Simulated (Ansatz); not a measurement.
# KTaO3 in Ansatz: the effect of target pressure

Crystal: KTaO3.

```
CELL_PARAMETERS angstrom
3.98830 0.00000 0.00000
0.00000 3.98830 0.00000
0.00000 0.00000 3.98830
ATOMIC_POSITIONS crystal
Ta 0.00000 0.00000 0.00000
K 0.50000 0.50000 0.50000
O 0.00000 0.00000 0.50000
O 0.00000 0.50000 0.00000
O 0.50000 0.00000 0.00000
```

Alike in all runs:

- Program: Ansatz 0.2.0
- Task: relaxation of cell and atoms
- Functional: r2SCAN
- Potentials or basis: Ansatz PAW
- Cutoff: 500 eV (not typed: the program's choice for these potentials)
- k mesh: 7 × 7 × 7
- Occupations: fermi-dirac, width 0.05 eV
- Spin: no spin polarisation

Each run relaxes the cell or the atoms first.

Question: One run gave: relaxed volume 11.36 Å³/atom; gap on the mesh 2.97 eV. Which target pressure did it use?
A. 5 GPa
B. 0 GPa
C. 10 GPa
D. 30 GPa
E. 2 GPa

Answer: D.

```tsv
target pressure	relaxed volume (Å³/atom)	gap on the mesh (eV)
0 GPa	12.71	2.69
2 GPa	12.59	2.71
5 GPa	12.42	2.75
10 GPa	12.17	2.80
20 GPa	11.73	2.90
30 GPa	11.36	2.97
```

Caveats: odd divisions of the mesh miss points on the zone boundary, where band edges often lie, so the gap on the mesh can be too wide; the plane-wave basis is chosen anew once the cell has moved, so the energies of steps on either side of that aren't comparable; spin-orbit coupling is left out, which moves the levels of the heavy elements; the PAW data sets come from PBE, with cores solved anew for the run's functional, which leaves a small shift of forces and pressure.

A k mesh can miss the band edges.
